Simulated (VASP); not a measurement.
The input files of a VASP run:

POSCAR:
```
ZnTe
1
    0.0000000000     3.0956463311     3.0956463311
    3.0956463311     0.0000000000     3.0956463311
    3.0956463311     3.0956463311     0.0000000000
Zn Te
1 1
Direct
  0.0000000000   0.0000000000   0.0000000000
  0.2500000000   0.2500000000   0.2500000000
```

File KPOINTS:
```
Regular mesh
0
Gamma
 8 8 8
```

### INCAR
```
ALGO=Normal
EDIFF=1E-7
ENCUT=520
GGA=PS
ISIF=2
ISMEAR=0
LASPH=.TRUE.
LCHARG=.FALSE.
LMAXMIX=4
LREAL=.FALSE.
LWAVE=.FALSE.
NELM=100
PREC=Accurate
SIGMA=0.05
SYSTEM=ZnTe
```

POTCAR, in this order: Zn Te (PBE.64 set). Program: vasp_std.

Question: Translate this PBEsol calculation to Ansatz.

Answer: One equivalent input (not run):
Ansatz 0.2 input:
```yaml
crystal:
  lattice:
    - [0.0000000, 3.0956463, 3.0956463]
    - [3.0956463, 0.0000000, 3.0956463]
    - [3.0956463, 3.0956463, 0.0000000]
  atoms:
    - { symbol: Zn, position: [0.0000000, 0.0000000, 0.0000000] }
    - { symbol: Te, position: [0.2500000, 0.2500000, 0.2500000] }
kpoints:
  mp_grid: { grid: [8, 8, 8] }
hamiltonian:
  xc: pbesol
  pseudopotentials: { kind: paw }
scf:
  occupations: { method: gaussian, width: 0.05 }
  max_iter: 100
output: { forces: true, stress: true, eigenvalues: true }
```
What does not carry over: each code has its own PAW files, so the cut-off isn't converted (ENCUT is set for VASP's; basis.ecutwfc is left out, and Ansatz then takes the one that its files recommend); Ansatz stops its SCF on the density residual and VASP on the energy change (EDIFF).

The compound is ZnTe in the zinc blende structure. This cell is one point of a volume scan, at 1.06 of the reference volume.
